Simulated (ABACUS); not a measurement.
Runs of ABACUS 3.10.1 on MoSe2. The structure is hexagonal, space group P6_3/mmc (No. 194). The conventional cell has a = 3.288 Å, b = 3.288 Å, c = 12.900 Å, α = 90.00°, β = 90.00°, γ = 120.00°. Mo (site symmetry -6m2) is surrounded by 6 Se at 2.49 Å. Se (site symmetry 3m) is surrounded by 3 Mo at 2.49 Å. 

| level | gap on the mesh (eV) | pressure (GPa) | largest force (eV/Å) |
| --- | --- | --- | --- |
| LDA | 0.84 | 2.6 | 0.90 |
| PBEsol | 0.84 | (a) | 1.15 |
| PW91 | 0.85 | 10.5 | 1.46 |
| PBE | 0.85 | 10.4 | 1.46 |
| RPBE | (c) | 13.1 | (b) |

Alike in all rows: task single point; potentials or basis PseudoDojo NC SR 0.4.1 PBE standard, DZP LCAO (the cutoffs set its grid); no spin polarisation; cell as given; k mesh 9 × 9 × 2; cutoff (eV) 1361; smearing fermi-dirac 0.05 eV.

**Question.** Estimate the missing entries.

**Answer.** (a) 5.6; (b) 1.59; (c) 0.86.

Caveats: the atomic orbitals were generated for these runs and aren't a published set; an odd mesh through Γ misses points on the zone boundary, where band edges often lie; the cell's inner coordinates are idealised or old, which leaves forces on the atoms; the basis of atomic orbitals isn't converged, which shifts pressures, moduli and gaps; the potentials were made for another functional, which shifts forces and pressure (some runs); this functional lacks dispersion, which binds the layers, so the pressure and a relaxed spacing across them are unreliable (some runs).

A k mesh can miss the band edges, and the runs leave out spin-orbit coupling on Mo, Se.
